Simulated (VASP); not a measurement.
CdF2 under changes of volume

One of the cells (13.295 Å³/atom); the others are scaled copies at fixed shape and fractional positions:

```xyz
3
Lattice="0.0000 2.7118 2.7118 2.7118 0.0000 2.7118 2.7118 2.7118 0.0000" Properties=species:S:1:pos:R:3 pbc="T T T"
Cd    0.0000    0.0000    0.0000
F     4.0678    4.0678    4.0678
F     1.3559    1.3559    1.3559
```

```yaml
Program: VASP 6.6.1
Functional: PBEsol
Potentials_or_basis: VASP PAW PBE potentials, release 64 (Cd, F)
Cutoff: 520 eV
k_mesh: 9 × 9 × 9
Occupations: fermi-dirac, width 0.05 eV
Spin: no spin polarisation
```

```csv
volume (Å³/atom),energy over the lowest point (meV/atom),pressure (GPa),gap on the mesh (eV)
12.253,22.54,8.6,3.14
12.513,10.46,5.6,3.07
12.774,2.99,2.9,3.00
13.295,0.00,-1.6,2.87
13.556,3.59,-3.5,2.80
13.817,?,?,?
```

Q: What does the run at 13.817 Å³/atom give?

A: Energy over the lowest point 10.10 meV/atom; pressure -5.1 GPa; gap on the mesh 2.74 eV.

Worked out: A Birch-Murnaghan fit of order 3 (a polynomial in V^(-2/3)) to the other rows has its minimum at 13.14 Å³/atom with B0 = V·E''(V) = 108 GPa and B' = 5.0. It gives 10.07 meV/atom at 13.817 Å³/atom, against the run's 10.10, and -dE/dV = -4.8 GPa, against -5.1. A straight line through the other rows of the gap, of slope -3.35 eV per unit of ln V, extrapolates to 2.74 eV, against the run's 2.74.

Energies are extrapolated to zero smearing.

Caveats: the PAW data sets were made with another functional, which shifts forces and pressure a little; an odd mesh through Γ misses points on the zone boundary, where band edges often lie. Spin-orbit coupling on Cd is left out.
